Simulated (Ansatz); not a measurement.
**SrCl2: stiffness from a series of strains**

```xyz
3
Lattice="0.0000 3.4855 3.4855 3.4855 0.0000 3.4855 3.4855 3.4855 0.0000" Properties=species:S:1:pos:R:3 pbc="T T T"
Sr    0.0000    0.0000    0.0000
Cl    1.7428    1.7428    1.7428
Cl    5.2283    5.2283    5.2283
```

Atom numbers follow the list: Sr1, Cl2, Cl3.

The cell comes from COD entry 1541509, which wasn't checked; take it as a given geometry.

The calculation used DFT, LDA, all-electron LAPW, scalar-relativistic (Ansatz 0.2.0).

Sampling and basis: a Γ-centred 8×8×8 k mesh, Fermi–Dirac smearing of 0.01 eV, basis error target 1 meV/atom, no spin polarisation.

The strain is applied along the Cartesian axes of the cell as listed (the other components stay zero). Fractional coordinates are held (clamped ions).

σ is the change of stress from the unstrained cell, which is at -2.77 GPa; tension is positive, so slopes are stress–strain coefficients at that pressure.

Only quantities that a quadratic follows smoothly over the whole series are listed; rougher ones are left out.

```tsv
εzz	σzz (GPa)	σxx (GPa)
-0.0200	-1.37	-0.31
-0.0100	-0.66	-0.15
0.0000	0.00	0.00
0.0200	1.22	0.26
```

Question: Fit the series and read off the stiffness at zero strain.

Answer: Least-squares fits y = p0 + p1 x + p2 x² to the rows give σzz (GPa): p1 = 64.7, p2 = -190; σxx (GPa): p1 = 14.3, p2 = -61. So C11 = 65 GPa and C12 = 14 GPa, which gives B = (C11 + 2 C12)/3 = 31 GPa.

Question: One run, at εzz = 0.0100, is withheld. Predict its row.

Answer: The fits give 0.63, 0.14; the run gave 0.63, 0.14.
